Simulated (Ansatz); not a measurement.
Crystal: Bi.

```
Bi
1.0
    -1.98143    1.98143    1.98143
     1.98143   -1.98143    1.98143
     1.98143    1.98143   -1.98143
Bi
1
Direct
  0.00000 0.00000 0.00000
```

This isn't the form of Bi at room conditions, which is rhombohedral.

| Quantity | Value |
| --- | --- |
| Program | Ansatz 0.2.0 |
| Task | single point |
| Functional | PBEsol |
| Potentials or basis | all-electron LAPW, scalar-relativistic |
| Cutoff | 159 eV (chosen from the basis error) |
| Basis error allowed | 0.001 eV/atom |
| k mesh | 9 × 9 × 9 |
| Occupations | fermi-dirac, width 0.05 eV |
| Spin | no spin polarisation |

On this cell: pressure -2.0 GPa; band gap on the k mesh none (metal or under the smearing width).

The same run follows on a disturbed copy (cell strained at random at fixed volume):

```
CELL_PARAMETERS angstrom
-2.05109 1.93226 1.96372
2.00913 -1.95414 1.94364
2.06996 1.97301 -1.98560
ATOMIC_POSITIONS crystal
Bi 0.98622 0.98269 0.98033
```

Q: What does the disturbed cell give?

A: The energy (extrapolated to zero smearing) moves by +5.9 meV/atom; pressure -1.9 GPa; band gap on the k mesh none (metal or under the smearing width).

Stress tensor (GPa, compression positive):
```
-2.63 -0.10  0.38
-0.10 -1.55  0.09
 0.38  0.09 -1.57
```

Caveats: spin-orbit coupling is left out, which moves the levels of the heavy elements.
